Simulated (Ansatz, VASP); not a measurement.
**PbSe (Clausthalite) in VASP and in Ansatz**

```xyz
2
Lattice="0.0000 3.0401 3.0401 3.0401 0.0000 3.0401 3.0401 3.0401 0.0000" Properties=species:S:1:pos:R:3 pbc="T T T"
Pb    0.0000    0.0000    0.0000
Se    3.0401    3.0401    3.0401
```

Alike in both runs: task single point; functional PBE; k mesh 8 × 8 × 8; occupations fermi-dirac, width 0.05 eV; no spin polarisation.

|  | VASP | Ansatz |
| --- | --- | --- |
| version | VASP 6.6.1 | Ansatz 0.2.0 |
| potentials or method | VASP PAW PBE potentials, release 64 (Pb_d, Se) | Ansatz PAW soft_1 |
| plane-wave cutoff (eV) | 520 | 420 |
| valence electrons in the cell | 20 | 30 |

```tsv
	VASP	Ansatz	Ansatz less VASP
gap on the k mesh at the Fermi level (eV)	0.22	0.22	+0.003
least direct gap on the mesh (eV)	0.22	0.22	+0.003
pressure (GPa)	3.6	3.6	+0.02
```

The two sets of potentials don't hold the same shells in valence.

Caveats: spin-orbit coupling is left out, which as a rule narrows the gap of such compounds by several tenths of an eV.
